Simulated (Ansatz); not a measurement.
# InAgTe$_{2}$: reading a single point

```
Te In Ag
1.0
     0.00000    6.50478    0.00000
     6.50478    0.00000    0.00000
     3.25239    3.25239   -6.37684
Te In Ag
4 2 2
Direct
  0.37500 0.37500 0.75000
  0.62500 0.12500 0.25000
  0.87500 0.87500 0.75000
  0.12500 0.62500 0.25000
  0.50000 0.50000 0.00000
  0.25000 0.75000 0.50000
  0.00000 0.00000 0.00000
  0.75000 0.25000 0.50000
```

Method: r2SCAN, no spin polarisation; PAW, plane waves to 500 eV, 5×5×5 Γ-centred mesh, gaussian occupations (width 0.214 eV) (Ansatz 0.2.0), atoms fixed.

Problem. Which atom feels the largest force, and which way?

Solution. The largest is on Te4 (and as large on other atoms): 0.16 eV/Å, components (0.00, -0.16, 0.00). It makes 126° with the line to a nearest neighbour, In5 at 2.80 Å.

Problem. Is there a gap, and of what kind?

Solution. The gap is 0.62 eV, direct at the points sampled.

Problem. Which orbitals make up the band edges?

Solution. Within 0.7 eV of the edges, the states project mainly on Te p (77 %) and Ag d (16 %) below the gap and on In s (32 %), Te p (31 %) and Ag s (17 %) above it.

Problem. Is it stable against the elements?

Solution. -0.37 eV an atom against the elements' usual phases (free molecules for gases, crystals otherwise, with no correction for O₂ or N₂), so it is bound against them; other compounds may still compete. Relaxing would lower it.

Origin: a database entry at a rescaled volume. Caveats: no spin-orbit coupling, which can shift this gap by tenths of an eV; wide smearing; the gap is not wide against the smearing.
